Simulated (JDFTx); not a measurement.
Crystal: BaS.

```xyz
2
Lattice="0.0000 3.1938 3.1938 3.1938 0.0000 3.1938 3.1938 3.1938 0.0000" Properties=species:S:1:pos:R:3 pbc="T T T"
Ba    0.0000    0.0000    0.0000
S     3.1938    3.1938    3.1938
```

Base run:

```yaml
Program: JDFTx 1.7.0 (patched build)
Functional: PBE
Potentials_or_basis: PseudoDojo-SR-PBE-0.5-standard
Cutoff: 707 eV
Density_cutoff: 5660 eV
k_mesh: 7 × 7 × 7
Occupations: fermi-dirac, width 0.05 eV
Spin: no spin polarisation
```

Its results: band gap on the k mesh 2.27 eV, indirect (least direct gap 2.38 eV); pressure 0.8 GPa.

**Question.** The run is repeated on the same cell with these changes: k mesh from 7 × 7 × 7 to 5 × 5 × 5. What comes out?

**Answer.** Band gap on the k mesh 2.32 eV, indirect (least direct gap 2.44 eV); pressure 0.8 GPa.

Caveats: the empty levels aren't tightly converged; spin-orbit coupling is left out, which moves the levels of the heavy elements; an odd mesh through Γ misses points on the zone boundary, where band edges often lie.
